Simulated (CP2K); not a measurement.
Runs of CP2K 2026.2 on Hf. It takes space group P6_3/mmc (No. 194, hexagonal). The conventional cell has a = 3.197 Å, b = 3.197 Å, c = 5.058 Å, α = 90.00°, β = 90.00°, γ = 120.00°. Hf (site symmetry -6m2) is surrounded by 12 Hf at 3.13 to 3.20 Å. 

```csv
task,level,potentials or basis,cell,smearing,EPS_DEFAULT,NGRIDS,basis sets,potentials,points a segment of the path (NPOINTS),gap on the mesh (eV),pressure (GPa)
band structure,PBEsol,POTENTIAL_UZH Hf GTH-PBE-q12; TZVP-MOLOPT-PBE-GTH basis,as given,fermi-dirac 0.1 eV,1.0E-10,4,Hf TZVP-MOLOPT-PBE-GTH-q12,Hf GTH-PBE-q12 of POTENTIAL_UZH,10,none,-2.7
band structure,LDA,GTH_POTENTIALS Hf GTH-PADE-q12; TZVP-MOLOPT-PBE-GTH basis,as given,fermi-dirac 0.05 eV,1.0E-9,4,Hf TZVP-MOLOPT-PBE-GTH-q12,Hf GTH-PADE-q12 of GTH_POTENTIALS,6,none,-32.3
band structure,r2SCAN,POTENTIAL_UZH Hf GTH-SCAN-q12; TZVP-MOLOPT-SCAN-GTH basis,as given,fermi-dirac 0.05 eV,1.0E-10,5,Hf TZVP-MOLOPT-SCAN-GTH-q12,Hf GTH-SCAN-q12 of POTENTIAL_UZH,10,none,-3.5
single point,PBEsol,POTENTIAL_UZH Hf GTH-PBE-q12; TZVP-MOLOPT-PBE-GTH basis,as given,fermi-dirac 0.05 eV,1.0E-10,5,Hf TZVP-MOLOPT-PBE-GTH-q12,Hf GTH-PBE-q12 of POTENTIAL_UZH,-,none,(a)
single point,PBEsol,POTENTIAL_UZH Hf GTH-PBE-q12; TZVP-MOLOPT-PBE-GTH basis,"atoms moved at random, drawn with an rms of 0.05 Å",fermi-dirac 0.05 eV,1.0E-10,4,Hf TZVP-MOLOPT-PBE-GTH-q12,Hf GTH-PBE-q12 of POTENTIAL_UZH,-,none,-2.8
```

Alike in all rows: no spin polarisation; k mesh 10 × 10 × 5.

Q: Fill in the values left out.

A: (a) -2.9.

Caveats: the basis of atomic orbitals isn't converged, which shifts pressures, moduli and gaps; the potentials were made for another functional, which shifts forces and pressure (some runs); spin-orbit coupling is left out, which moves the levels of the heavy elements (some runs); a pressure of tens of GPa on the cell as given is suspect, and the run, the potentials or the cell itself is likely at fault (some runs).

A k mesh can miss the band edges, and the runs leave out spin-orbit coupling on Hf.

A gap of «none» marks a metal or a gap under the smearing width.
